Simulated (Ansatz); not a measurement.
# Preparing SiC (F-43m) as a host crystal, part 2 of 2

Aim: the runs on the perfect crystal SiC (F-43m) that a defect calculation needs first.

Ansatz 0.2.0; plane-wave PAW DFT, PBEsol; relaxation of the host's cell and atoms; PAW set soft_1 (the session's first sound run).

So far. Step 3 (Dielectric tensors of the host): The electronic dielectric tensor is isotropic, 7.06. The static dielectric tensor is isotropic, 10.44.

**5. Defect free supercell at the zone centre**

Level of this step: plane-wave PAW DFT, PBEsol; single point of the defect-free host, a test of the k-point sampling; PAW set soft_1 (Ansatz).

The supercell is run at the zone centre, to see how far that sampling misses the dense mesh.

System of this step: SiC (F-43m). The cell holds 128 atoms: 64 Si and 64 C. Cell: a = 12.323 Å, b = 12.323 Å, c = 12.323 Å, α = 60.0°, β = 60.0°, γ = 60.0°.

The input, pristine.sampling_gamma/input.yaml:

```yaml
crystal:
  lattice:
    - [0.0, 8.7138227865, 8.7138227865]
    - [8.7138227865, 0.0, 8.7138227865]
    - [8.7138227865, 8.7138227865, 0.0]
  atoms:
    - { symbol: Si, position: [0.0, 0.0, 0.0] }
    - { symbol: C, position: [0.0625, 0.0625, 0.0625] }
    - { symbol: Si, position: [0.0, 0.0, 0.25] }
    - { symbol: C, position: [0.0625, 0.0625, 0.3125] }
    - { symbol: Si, position: [0.0, 0.0, 0.5] }
    - { symbol: C, position: [0.0625, 0.0625, 0.5625] }
    - { symbol: Si, position: [0.0, 0.0, 0.75] }
    - { symbol: C, position: [0.0625, 0.0625, 0.8125] }
    - { symbol: Si, position: [0.0, 0.25, 0.0] }
    - { symbol: C, position: [0.0625, 0.3125, 0.0625] }
    - { symbol: Si, position: [0.0, 0.25, 0.25] }
    - { symbol: C, position: [0.0625, 0.3125, 0.3125] }
    - { symbol: Si, position: [0.0, 0.25, 0.5] }
    - { symbol: C, position: [0.0625, 0.3125, 0.5625] }
    - { symbol: Si, position: [0.0, 0.25, 0.75] }
    - { symbol: C, position: [0.0625, 0.3125, 0.8125] }
    - { symbol: Si, position: [0.0, 0.5, 0.0] }
    - { symbol: C, position: [0.0625, 0.5625, 0.0625] }
    - { symbol: Si, position: [0.0, 0.5, 0.25] }
    - { symbol: C, position: [0.0625, 0.5625, 0.3125] }
    - { symbol: Si, position: [0.0, 0.5, 0.5] }
    - { symbol: C, position: [0.0625, 0.5625, 0.5625] }
    - { symbol: Si, position: [0.0, 0.5, 0.75] }
    - { symbol: C, position: [0.0625, 0.5625, 0.8125] }
    - { symbol: Si, position: [0.0, 0.75, 0.0] }
    - { symbol: C, position: [0.0625, 0.8125, 0.0625] }
    - { symbol: Si, position: [0.0, 0.75, 0.25] }
    - { symbol: C, position: [0.0625, 0.8125, 0.3125] }
    - { symbol: Si, position: [0.0, 0.75, 0.5] }
    - { symbol: C, position: [0.0625, 0.8125, 0.5625] }
[... 92 atom lines left out ...]
    - { symbol: Si, position: [0.75, 0.75, 0.25] }
    - { symbol: C, position: [0.8125, 0.8125, 0.3125] }
    - { symbol: Si, position: [0.75, 0.75, 0.5] }
    - { symbol: C, position: [0.8125, 0.8125, 0.5625] }
    - { symbol: Si, position: [0.75, 0.75, 0.75] }
    - { symbol: C, position: [0.8125, 0.8125, 0.8125] }
basis:
  ecutwfc: 420
  xc_grid: 2
hamiltonian:
  xc: pbesol
  pseudopotentials: { kind: paw, azcp: { folder: soft_1 }, xc_functional: pbe }
kpoints:
  mp_grid: { grid: [1, 1, 1] }
scf:
  occupations: { method: fermi_dirac, width: 0.01 }
  max_iter: 100
  lower_state_search: "off"
checkpoint:
  write: "../pristine.sampling_gamma.run"
  compress: false
  write_wavefunctions: false
  write_every: 100000
```

The run is started by

```console
$ ansatz run input.yaml --threads 32 --pin off --max-ram 84787MiB --backend cuda --events-out ev --progress --plain --runs-dir out --max-vram 78GiB
```

Numbers of over 12 decimals in the logs are rounded to 6 here.

What it wrote:

```text
[...]
device memory: the entry about to start is reckoned to put 4.4 GiB on a device that reports 173.4 GiB free (of which the cap on the GPU budget leaves the run 78.0 GiB)
GPU FFT provider: cuFFT
GPU libraries: cuBLAS 13.8.1, cuFFT 12.4.0, cuSOLVER 12.3.2
GPU matrix products: emulated (plane waves: as basis.precision tells), large ones in fixed point in workspaces of 1.00 GiB
Crystal: 128 atoms, lattice volume = 1323.293 Å³
Basis set: ecut = 420 eV, 25893 PW (Γ), exchange–correlation on 180×180×180 points (8 copies of the dense FFT grid, shifted against one another)
Bands: 384, of which v1, the nominal top of the filled ones, is band 256 counted from 1 (255 counted from 0)
Symmetry: 1536 space group operations
[...]
k-points: 1
[...]
GPU buffer pool allocated for 729000 grid points (all kernels)
GPU transforms: local potential and band sums: pruned to the plane-wave sphere, on 81×81×81
[...]
SCF iter   1: F=—  HF=-55684.967813 eV  |Δ(HF+E_count)|=         —  Δρ=1.35e-1  dr2=2.97e2  Hψ=1657
[...]
SCF iter   5: F=—  HF=-55589.017470 eV  |Δ(HF+E_count)|=   9.72e-3  Δρ=2.69e-4  dr2=8.45e-4  Hψ=520
automatic band count: iteration 5 solves 297 bands in place of 384: the levels show a gap, and the empty bands left out lie too high to hold charge; the band table lists the bands solved (type scf.n_extra_bands for more)
SCF iter   6: F=—  HF=-55589.017124 eV  |Δ(HF+E_count)|=   3.46e-4  Δρ=3.70e-5  dr2=1.29e-5  Hψ=513
[...]
SCF iter   8: F=-55589.017339 eV  HF=-55589.017339 eV  |Δ(HF+E_count)|=   2.20e-8  Δρ=1.55e-7  dr2=1.56e-10  Hψ=817
SCF 1 converged in 8 iterations: F = -55589.017339 eV  dr2 = 1.56e-10
[...]
SCF converged after 8 iterations
Free energy (F): -55589.017339 eV
[...]
Internal energy: -55589.017339 eV  (E = F + TS)
E sigma→0 (E₀):  -55589.017339 eV
Fermi energy:    10.084895 eV
[...]
```

It took 1.4 s on 1 × NVIDIA GB200 with 32 threads of Arm Neoverse V2, shared host; peak memory 0.97 GiB; 3.3 s of CPU time.

**6. Defect free supercell at the quarter point**

The supercell is run at one point off the zone centre, to see how far that sampling misses the dense mesh.

pristine.sampling_quarter/input.yaml, as its differences from pristine.sampling_gamma/input.yaml of step 5:

```diff
@@ -50,3 +50,3 @@
 kpoints:
-  mp_grid: { grid: [1, 1, 1] }
+  mp_grid: { grid: [1, 1, 1], shift: [0.25, 0.25, 0.25] }
 scf:
@@ -56,3 +56,3 @@
 checkpoint:
-  write: "../pristine.sampling_gamma.run"
+  write: "../pristine.sampling_quarter.run"
   compress: false
```

What it wrote:

```text
[...]
GPU FFT provider: cuFFT
GPU libraries: cuBLAS 13.8.1, cuFFT 12.4.0, cuSOLVER 12.3.2
[...]
Crystal: 128 atoms, lattice volume = 1323.293 Å³
Basis set: ecut = 420 eV, 25893 PW (Γ), exchange–correlation on 180×180×180 points (8 copies of the dense FFT grid, shifted against one another)
Bands: 384, of which v1, the nominal top of the filled ones, is band 256 counted from 1 (255 counted from 0)
Symmetry: 384 space group operations
k-points: 1
[...]
GPU buffer pool allocated for 729000 grid points (all kernels)
[...]
SCF iter   1: F=—  HF=-55686.978290 eV  |Δ(HF+E_count)|=         —  Δρ=1.34e-1  dr2=2.93e2  Hψ=1765
[...]
SCF iter   8: F=-55593.288002 eV  HF=-55593.288002 eV  |Δ(HF+E_count)|=   5.03e-8  Δρ=1.45e-7  dr2=2.33e-10  Hψ=765
SCF 1 converged in 8 iterations: F = -55593.288002 eV  dr2 = 2.33e-10
[...]
SCF converged after 8 iterations
Free energy (F): -55593.288002 eV
[...]
Internal energy: -55593.288002 eV  (E = F + TS)
E sigma→0 (E₀):  -55593.288002 eV
Fermi energy:    10.183468 eV
[...]
```

The job ended after 1.8 s (1 × NVIDIA GB200 with 32 threads; peak memory 1.3 GiB; 3.4 s of CPU time).

**7. Outcome**

* primitive cell vectors, lengths: 3.081, 3.081, 3.081 Å
* electronic dielectric constant: 7.06
* static dielectric constant: 10.44
* gap on the k-mesh of the response run (PBEsol): 1.39 eV
* energy an atom at the zone centre alone less that on the dense mesh: 0.065 eV
* energy an atom at one point at (¼, ¼, ¼) less that on the dense mesh: 0.032 eV

**Reading.** The k-mesh can miss the band edges, so this gap is an upper bound at this level. All at zero temperature.

[Logs are printed without paths, hosts, clocks, repeated set-up lines and the standing remarks that a program may print on its own settings, such as how far it seeks lower states.]

[Hosts, paths, dates, database ids (printed as entryN), source tags and the programs' standing remarks are cut or masked in the printed files.]

[Runs of the host that timed out are not shown.]

[For some hosts the program warned that the k-mesh of the response run may be too coarse for force constants and the static dielectric constant; such warnings are not always shown.]

[The program warned that the k-mesh of a response run behind this text may be too coarse: force constants, and the static dielectric constant and all else formed from them, are not shown converged.]
